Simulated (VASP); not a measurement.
Here is a VASP 6.6.1 calculation.

INCAR

```
ALGO = Normal
EDIFF = 1E-6
EDIFFG = -0.02
ENCUT = 900
GGA = PE
IBRION = 2
ISIF = 3
ISMEAR = -1
LASPH = T
LCHARG = F
LREAL = F
LWAVE = F
NELM = 60
NSW = 40
PREC = Accurate
SIGMA = 0.05
```

Contents of KPOINTS:

```
k-points
0
Gamma
  9 9 9
```

Contents of POSCAR:

```
BeS
1.0
    0.0000000000      2.4250000000      2.4250000000
    2.4250000000      0.0000000000      2.4250000000
    2.4250000000      2.4250000000      0.0000000000
S Be
1 1
Direct
    0.7500000000      0.7500000000      0.7500000000
    0.0000000000      0.0000000000      0.0000000000
```

Potentials or basis: VASP PAW PBE potentials, release 64 (S, Be_sv).

Command:

```sh
$ cat potpaw_PBE.64/S/POTCAR potpaw_PBE.64/Be_sv/POTCAR > POTCAR
$ mpirun -np 1 vasp_std > vasp.out
```

(1) Estimate the band gap on the k mesh.

(2) Estimate the relaxed volume.

(3) Predict the relaxed cell.

## Answers

(1) 3.24 eV, indirect (least direct gap 5.68 eV).

(2) 14.51 Å³/atom.

(3) a = 3.449 Å, b = 3.449 Å, c = 3.449 Å, α = 60.00°, β = 60.00°, γ = 60.00°.

Caveat: an odd mesh through Γ misses points on the zone boundary, where band edges often lie.
